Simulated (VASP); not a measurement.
# MnSi (P2_13) in VASP: notebook, part 2 of 2

VASP 6.6.1.

**3. Relaxation of cell and atoms, LDA, collinear spin, ferromagnetic start**

Contents of INCAR:

```
SYSTEM = MnSi
PREC     = Accurate       ! precision mode
ENCUT    = 600            ! plane-wave cutoff, eV
EDIFF    = 1E-6           ! SCF threshold, eV
ISMEAR   = 1              ! smearing method
SIGMA    = 0.1            ! smearing width, eV
LREAL    = .FALSE.        ! projectors in reciprocal space
LASPH    = .TRUE.         ! aspherical terms in the spheres
NELM     = 150            ! most SCF steps
ALGO     = Normal         ! electronic algorithm
ISIF     = 3              ! what is computed and relaxed
LWAVE    = .FALSE.        ! write WAVECAR
LCHARG   = .FALSE.        ! write CHGCAR
ISPIN    = 2              ! spin polarisation
MAGMOM   = 3.5 3.5 3.5 3.5 0 0 0 0 ! initial moments
LORBIT   = 11             ! projections on sites
LMAXMIX  = 4              ! l up to which the mixer works
GGA      = CA             ! functional
IBRION   = 2              ! ionic algorithm
NSW      = 90             ! ionic steps
EDIFFG   = -0.01          ! ionic threshold
AMIX     = 0.2          
BMIX     = 1E-4         
AMIX_MAG = 0.8          
BMIX_MAG = 1E-4         
KPAR     = 4
```

Contents of KPOINTS:

```
Automatic mesh
0
G
  8 8 8
  0 0 0
```

Contents of POSCAR:

```
MnSi
1.0
    4.5480000000      0.0000000000      0.0000000000
    0.0000000000      4.5480000000      0.0000000000
    0.0000000000      0.0000000000      4.5480000000
Mn Si
4 4
Direct
    0.1380000000      0.1380000000      0.1380000000
    0.3620000000      0.8620000000      0.6380000000
    0.6380000000      0.3620000000      0.8620000000
    0.8620000000      0.6380000000      0.3620000000
    0.8460000000      0.8460000000      0.8460000000
    0.6540000000      0.1540000000      0.3460000000
    0.3460000000      0.6540000000      0.1540000000
    0.1540000000      0.3460000000      0.6540000000
```

Potentials or basis: VASP PAW LDA potentials, release 64 (Mn_pv, Si).

The run is started by

```
$ cat potpaw_LDA.64/Mn_pv/POTCAR potpaw_LDA.64/Si/POTCAR > POTCAR
$ mpirun -np 4 vasp_std > vasp.out
```

OUTCAR:

```text
SYSTEM = MnSi
   PREC = Accurate
   ENCUT = 600
   EDIFF = 1E-6
   ISMEAR = 1
   LREAL = .FALSE.
   LASPH = .TRUE.
   NELM = 150
   ISIF = 3
   ISPIN = 2
   LORBIT = 11
   GGA = CA
   IBRION = 2
   NSW = 90
   EDIFFG = -0.01
   AMIX = 0.2
   AMIX_MAG = 0.8

 ion  position               nearest neighbor table
   1  0.138  0.138  0.138-   5 2.30   6 2.40   7 2.40   8 2.40   7 2.53   8 2.53   6 2.53   3 2.79
                             4 2.79   2 2.79   2 2.79   4 2.79   3 2.79
   2  0.362  0.862  0.638-   6 2.30   5 2.40   7 2.40   8 2.40   7 2.53   8 2.53   5 2.53   1 2.79
                             1 2.79   3 2.79   3 2.79   4 2.79   4 2.79
   3  0.638  0.362  0.862-   7 2.30   6 2.40   5 2.40   8 2.40   8 2.53   6 2.53   5 2.53   1 2.79
                             4 2.79   2 2.79   2 2.79   4 2.79   1 2.79
   4  0.862  0.638  0.362-   8 2.30   6 2.40   7 2.40   5 2.40   6 2.53   5 2.53   7 2.53   1 2.79
                             3 2.79   2 2.79   1 2.79   2 2.79   3 2.79
   5  0.846  0.846  0.846-   1 2.30   2 2.40   3 2.40   4 2.40   3 2.53   4 2.53   2 2.53   6 2.81
                             7 2.81   8 2.81   6 2.81   8 2.81   7 2.81
   6  0.654  0.154  0.346-   2 2.30   1 2.40   3 2.40   4 2.40   3 2.53   4 2.53   1 2.53   8 2.81
                             5 2.81   5 2.81   7 2.81   7 2.81   8 2.81
   7  0.346  0.654  0.154-   3 2.30   2 2.40   1 2.40   4 2.40   4 2.53   2 2.53   1 2.53   8 2.81
                             5 2.81   8 2.81   6 2.81   6 2.81   5 2.81
   8  0.154  0.346  0.654-   4 2.30   2 2.40   3 2.40   1 2.40   2 2.53   1 2.53   3 2.53   7 2.81
[... 1759 lines left out ...]
      2     -35.5163      1.00000
      3     -35.5163      1.00000
      4     -35.4683      1.00000
      5     -35.4683      1.00000
      6     -35.4683      1.00000
[... 1165 lines left out ...]
     45      16.6804      0.00000
     46      17.4086      0.00000

 [... further k-points ...]

 [bands above 46 left out]

------------------------ aborting loop because EDIFF is reached ----------------------------------------

  FORCE on cell =-STRESS in cart. coord.  units (eV):
  Direction    XX          YY          ZZ          XY          YZ          ZX
  --------------------------------------------------------------------------------------
  -------------------------------------------------------------------------------------
  Total       -0.0434266     -0.0434266     -0.0434266      0.0000000     -0.0000000      0.0000000
  in kB       -0.8049115     -0.8049115     -0.8049115      0.0000000     -0.0000000      0.0000000
  external PRESSURE =      -0.8049115 kB  Pullay stress =       0.0000000 kB
[... 23 lines left out ...]
  FREE ENERGIE OF THE ION-ELECTRON SYSTEM (eV)
  ---------------------------------------------------
  free  energy   TOTEN  =       -68.7596470564 eV

  energy  without entropy=      -68.7592056472  energy(sigma->0) =      -68.75949992

 reached required accuracy - stopping structural energy minimisation

 total charge

# of ion       s       p       d       tot
------------------------------------------
    1        0.357   6.425   5.396  12.178
    2        0.357   6.425   5.396  12.178
    3        0.357   6.425   5.396  12.178
    4        0.357   6.425   5.396  12.178
    5        0.751   0.952   0.000   1.703
    6        0.751   0.952   0.000   1.703
    7        0.751   0.952   0.000   1.703
    8        0.751   0.952   0.000   1.703
--------------------------------------------------
tot          4.433  29.509  21.583  55.525

 magnetization (x)

# of ion       s       p       d       tot
------------------------------------------
    1       -0.000   0.000   0.001   0.001
    2       -0.000   0.000   0.001   0.001
    3       -0.000   0.000   0.001   0.001
    4       -0.000   0.000   0.001   0.001
    5       -0.000  -0.000   0.000  -0.000
    6       -0.000  -0.000   0.000  -0.000
    7       -0.000  -0.000   0.000  -0.000
    8       -0.000  -0.000   0.000  -0.000
--------------------------------------------------
tot         -0.000  -0.000   0.005   0.004
```

Run time: 11 min. Hardware: 4 MPI ranks of Intel Xeon Platinum 8488C (Sapphire Rapids), shared host; peak memory 0.42 GiB.

What came out:

```yaml
Free_energy: -68.7596 eV
Relaxed_volume: 10.81 Å³/atom
Relaxed_cell: a = 4.422 Å, b = 4.422 Å, c = 4.422 Å, α = 90.00°, β = 90.00°, γ = 90.00°
Space_group_after_relaxing_to_0.05_Å: P2_13 (No. 198)
Energy_gained_by_relaxing: 47.5 meV/atom
Ionic_steps: 9
Pressure_after_relaxing: -0.1 GPa
Largest_force_after_relaxing: 0.009 eV/Å
Band_gap_on_the_k_mesh: none (metal or under the smearing width)
Net_moment: 0.00 μB per cell
Valence_electrons_inside_the_program's_atomic_spheres: Mn 12.18; Si 1.70
```

Forces on the atoms (eV/Å):
```
Mn   0.001  0.001  0.001
Mn  -0.001 -0.001  0.001
Mn   0.001 -0.001 -0.001
Mn  -0.001  0.001 -0.001
Si   0.005  0.005  0.005
Si  -0.005 -0.005  0.005
Si   0.005 -0.005 -0.005
Si  -0.005  0.005 -0.005
```

The path:
| step | energy change (eV) | largest force (eV/Å) | pressure (GPa) | volume (Å³) |
| --- | --- | --- | --- | --- |
| 1 | 0.0000 | 0.3473 | -16.09 | 94.07 |
| 2 | 0.2748 | 0.7438 | 29.23 | 78.89 |
| 3 | -0.3771 | 0.0679 | -1.55 | 86.98 |
| 4 | -0.3791 | 0.0983 | -0.23 | 86.54 |
| 5 | -0.3789 | 0.1082 | 0.29 | 86.39 |
| 6 | -0.3799 | 0.0111 | -0.48 | 86.61 |
| 7 | -0.3800 | 0.0250 | -0.33 | 86.58 |
| 8 | -0.3802 | 0.0116 | 0.14 | 86.38 |
| 9 | -0.3802 | 0.0090 | -0.08 | 86.44 |

Final structure:
```
Mn Si
1.0
     4.42153    0.00000    0.00000
     0.00000    4.42153    0.00000
     0.00000    0.00000    4.42153
Mn Si
4 4
Direct
  0.13775 0.13775 0.13775
  0.36225 0.86225 0.63775
  0.63775 0.36225 0.86225
  0.86225 0.63775 0.36225
  0.84554 0.84554 0.84554
  0.65446 0.15446 0.34554
  0.34554 0.65446 0.15446
  0.15446 0.34554 0.65446
```

Levels at points of the mesh, in eV from the Fermi level:
Spin up:
| k point | band 32 | band 33 | band 34 | band 35 | band 36 | band 37 |
| --- | --- | --- | --- | --- | --- | --- |
| (0.00, 0.00, 0.00) | 0.22 | 0.22 | 0.22 | 0.39 | 0.39 | 1.36 |
| (0.50, 0.00, 0.00) | -0.85 | 0.03 | 0.03 | 0.50 | 0.50 | 0.77 |
| (0.50, 0.50, 0.00) | -0.91 | -0.62 | -0.62 | 0.05 | 0.05 | 1.27 |
| (0.50, 0.50, 0.50) | -0.44 | -0.16 | -0.16 | -0.16 | -0.16 | 1.08 |
Spin down:
| k point | band 32 | band 33 | band 34 | band 35 | band 36 | band 37 |
| --- | --- | --- | --- | --- | --- | --- |
| (0.00, 0.00, 0.00) | 0.22 | 0.22 | 0.22 | 0.39 | 0.39 | 1.36 |
| (0.50, 0.00, 0.00) | -0.85 | 0.03 | 0.03 | 0.50 | 0.50 | 0.78 |
| (0.50, 0.50, 0.00) | -0.91 | -0.62 | -0.62 | 0.05 | 0.05 | 1.27 |
| (0.50, 0.50, 0.50) | -0.44 | -0.16 | -0.16 | -0.16 | -0.16 | 1.08 |

Caveat: the starting moments collapsed, and a magnetic state may lie lower.

**4. Relaxation of cell and atoms, LDA, collinear spin, ferromagnetic start**

This run uses another cell than the first one, of 10.81 Å³/atom, 0.919 times its volume.

Changes to INCAR since step 3:

```diff
@@ -3,3 +3,3 @@
 ENCUT    = 600            ! plane-wave cutoff, eV
-EDIFF    = 1E-6           ! SCF threshold, eV
+EDIFF    = 1E-7           ! SCF threshold, eV
 ISMEAR   = 1              ! smearing method
@@ -20,3 +20,3 @@
 NSW      = 90             ! ionic steps
-EDIFFG   = -0.01          ! ionic threshold
+EDIFFG   = -0.005         ! ionic threshold
 AMIX     = 0.2
```

KPOINTS is that of step 3.

Contents of POSCAR:

```
MnSi                                    
1.0
    4.4215304474     -0.0000000000     -0.0000000000
    0.0000000000      4.4215304474      0.0000000000
   -0.0000000000      0.0000000000      4.4215304474
  Mn              Si            
     4     4
Direct
     0.1377464727024001    0.1377464727024001    0.1377464727024001
     0.3622535272975999    0.8622535272975996    0.6377464727024004
     0.6377464727024004    0.3622535272975999    0.8622535272975996
     0.8622535272975996    0.6377464727024004    0.3622535272975999
     0.8455423653000605    0.8455423653000605    0.8455423653000605
     0.6544576346999395    0.1544576346999395    0.3455423653000604
     0.3455423653000604    0.6544576346999395    0.1544576346999395
     0.1544576346999395    0.3455423653000604    0.6544576346999395
```

The run is started by

```
$ cat potpaw_LDA.64/Mn_pv/POTCAR potpaw_LDA.64/Si/POTCAR > POTCAR
$ mpirun -np 4 vasp_std > vasp.out
```

Wall time 5.1 min (4 MPI ranks of Intel Xeon Platinum 8488C (Sapphire Rapids), shared host); peak memory 0.4 GiB.

It converged, with:

* Free energy: -68.7692 eV
* Relaxed volume: 10.83 Å³/atom
* Relaxed cell: a = 4.425 Å, b = 4.425 Å, c = 4.425 Å, α = 90.00°, β = 90.00°, γ = 90.00°
* Space group after relaxing (to 0.05 Å): P2_13 (No. 198)
* Energy gained by relaxing: 0.0 meV/atom
* Ionic steps: 6
* Pressure after relaxing: 0.0 GPa
* Largest force after relaxing: 0.003 eV/Å
* Band gap on the k mesh: none (metal or under the smearing width)
* Net moment: 1.75 μB per cell
* Site moments: Mn +0.45; Si -0.02 μB
* Valence electrons inside the program's atomic spheres: Mn 12.17; Si 1.70

Forces in eV/Å, atoms in the order of the input:
```
Mn  -0.002 -0.002 -0.002
Mn   0.002  0.002 -0.002
Mn  -0.002  0.002  0.002
Mn   0.002 -0.002  0.002
Si  -0.001 -0.001 -0.001
Si   0.001  0.001 -0.001
Si  -0.001  0.001  0.001
Si   0.001 -0.001  0.001
```

Step by step:
| step | energy change (eV) | largest force (eV/Å) | pressure (GPa) | volume (Å³) |
| --- | --- | --- | --- | --- |
| 1 | 0.0000 | 0.0076 | 0.52 | 86.44 |
| 2 | 0.0001 | 0.0211 | -0.67 | 86.88 |
| 3 | -0.0004 | 0.0140 | -0.03 | 86.65 |
| 4 | -0.0004 | 0.0137 | 0.01 | 86.64 |
| 5 | -0.0004 | 0.0137 | -0.01 | 86.64 |
| 6 | -0.0004 | 0.0031 | -0.02 | 86.65 |

Final structure:
```cif
data_structure
_symmetry_space_group_name_H-M 'P 1'
_symmetry_Int_Tables_number 1
_cell_length_a 4.4250
_cell_length_b 4.4250
_cell_length_c 4.4250
_cell_angle_alpha 90.000
_cell_angle_beta 90.000
_cell_angle_gamma 90.000
_cell_volume 86.65
loop_
_atom_site_label
_atom_site_type_symbol
_atom_site_fract_x
_atom_site_fract_y
_atom_site_fract_z
_atom_site_occupancy
Mn1 Mn 0.13765 0.13765 0.13765 1
Mn2 Mn 0.36235 0.86235 0.63765 1
Mn3 Mn 0.63765 0.36235 0.86235 1
Mn4 Mn 0.86235 0.63765 0.36235 1
Si1 Si 0.84554 0.84554 0.84554 1
Si2 Si 0.65446 0.15446 0.34554 1
Si3 Si 0.34554 0.65446 0.15446 1
Si4 Si 0.15446 0.34554 0.65446 1
```

Levels at points of the mesh, in eV from the Fermi level:
Spin up:
```csv
k point,band 32,band 33,band 34,band 35,band 36,band 37
"(0.00, 0.00, 0.00)",0.04,0.04,0.04,0.17,0.17,1.20
"(0.50, 0.00, 0.00)",-1.01,-0.18,-0.18,0.32,0.32,0.62
"(0.50, 0.50, 0.00)",-1.06,-0.76,-0.76,-0.15,-0.15,1.13
"(0.50, 0.50, 0.50)",-0.61,-0.32,-0.32,-0.32,-0.32,0.94
```
Spin down:
| k point | band 30 | band 31 | band 32 | band 33 | band 34 | band 35 | band 36 | band 37 | band 38 | band 39 |
| --- | --- | --- | --- | --- | --- | --- | --- | --- | --- | --- |
| (0.00, 0.00, 0.00) | -1.58 | -1.58 | 0.42 | 0.42 | 0.42 | 0.65 | 0.65 | 1.52 | 1.52 | 1.52 |
| (0.50, 0.00, 0.00) | -1.43 | -0.68 | -0.68 | 0.27 | 0.27 | 0.71 | 0.71 | 0.94 | 0.94 | 2.53 |
| (0.50, 0.50, 0.00) | -0.89 | -0.76 | -0.76 | -0.46 | -0.46 | 0.28 | 0.28 | 1.42 | 1.42 | 2.01 |
| (0.50, 0.50, 0.50) | -0.23 | -0.23 | -0.23 | 0.02 | 0.02 | 0.02 | 0.02 | 1.23 | 1.23 | 1.23 |
